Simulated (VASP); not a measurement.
Here is a VASP 6.6.1 calculation.

INCAR

```
SYSTEM = HfSi2
PREC = Accurate ; ENCUT = 520
EDIFF = 1E-7 ; ISMEAR = -1
SIGMA = 0.05 ; LREAL = .False.
LASPH = .True. ; NELM = 60
ALGO = Normal ; ISIF = 2
LWAVE = .False. ; LCHARG = .False.
GGA = PE ; NBANDS = 27
```

File KPOINTS:

```
Automatic mesh
0
Gamma
  8 8 7
  0 0 0
```

File POSCAR:

```
HfSi2
1.0
    1.8360000000     -7.2850000000      0.0000000000
    1.8360000000      7.2850000000      0.0000000000
    0.0000000000      0.0000000000      3.6410000000
Hf Si
2 4
Direct
    0.1060000000      0.8940000000      0.2500000000
    0.8940000000      0.1060000000      0.7500000000
    0.7500000000      0.2500000000      0.2500000000
    0.2500000000      0.7500000000      0.7500000000
    0.4410000000      0.5590000000      0.2500000000
    0.5590000000      0.4410000000      0.7500000000
```

Potentials or basis: VASP PAW PBE potentials, release 64 (Hf_pv, Si).

Command:

```bash
$ cat potpaw_PBE.64/Hf_pv/POTCAR potpaw_PBE.64/Si/POTCAR > POTCAR
$ mpirun -np 1 vasp_std > vasp.out
```

Estimate the largest force.

0.672 eV/Å.

What does it give for the band gap on the k mesh?

None (metal or under the smearing width).

Predict the pressure.

1.2 GPa.

Stress tensor (GPa, compression positive):
```
 2.28  0.00  0.00
 0.00 -0.37  0.00
 0.00  0.00  1.76
```

The run has no spin-orbit coupling, so splittings on Hf are missing.
